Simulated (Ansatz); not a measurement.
Relaxed bulk Ge:

```cif
data_structure
_symmetry_space_group_name_H-M 'P6_3/mmc'
_symmetry_Int_Tables_number 194
_cell_length_a 3.9970
_cell_length_b 3.9970
_cell_length_c 6.5964
_cell_angle_alpha 90.000
_cell_angle_beta 90.000
_cell_angle_gamma 120.000
_cell_volume 91.26
loop_
_atom_site_label
_atom_site_type_symbol
_atom_site_symmetry_multiplicity
_atom_site_Wyckoff_symbol
_atom_site_fract_x
_atom_site_fract_y
_atom_site_fract_z
_atom_site_occupancy
Ge1 Ge 4 f 0.66667 0.33333 0.06291 1
```

Miller indices refer to the conventional cell of P6_3/mmc (No. 194), a = 3.997 Å, b = 3.997 Å, c = 6.596 Å, α = 90.00°, β = 90.00°, γ = 120.00°.

The (001) slab of 10 planes, 14.0 Å thick with 15 Å of vacuum as cut; outer planes Ge (top) and Ge (bottom).

Level of theory: DFT PBEsol, scalar-relativistic, plane waves, PAW in Ansatz 0.2.0. Plane waves to 420 eV, a k mesh through Γ of 9×9×1 on the computed 10-atom cell and Gaussian smearing (0.10 eV); no spin polarisation. The cell repeats along c with a dipole correction in the vacuum.

With the atoms at the bulk's places:

```json
{
  "Surface energy (mean of both faces)": "1.27 J/m²",
  "Work function": "4.77 eV"
}
```

**Question.** What changes when all atoms relax within this surface cell and its symmetry?

**Answer.** The energy falls by 0.005 J/m² a face, and the largest move is 0.05 Å.

* Surface energy (mean of both faces): 1.26 J/m²
* Work function: 4.75 eV

| plane (bottom to top) | atoms | spacing to next, bulk (Å) | relaxed (Å) | change (%) |
| --- | --- | --- | --- | --- |
| 1 | Ge | 0.830 | 0.814 | -1.9 |
| 2 | Ge | 2.468 | 2.497 | +1.2 |
| 3 | Ge | 0.830 | 0.843 | +1.6 |
| 4 | Ge | 2.468 | 2.465 | -0.1 |
| 5 | Ge | 0.830 | 0.855 | +3.0 |
| 6 | Ge | 2.468 | 2.465 | -0.1 |
| 7 | Ge | 0.830 | 0.843 | +1.6 |
| 8 | Ge | 2.468 | 2.497 | +1.2 |
| 9 | Ge | 0.830 | 0.814 | -1.9 |
| 10 | Ge |  |  |  |

The reference crystal is a form of Ge, which isn't its usual structure.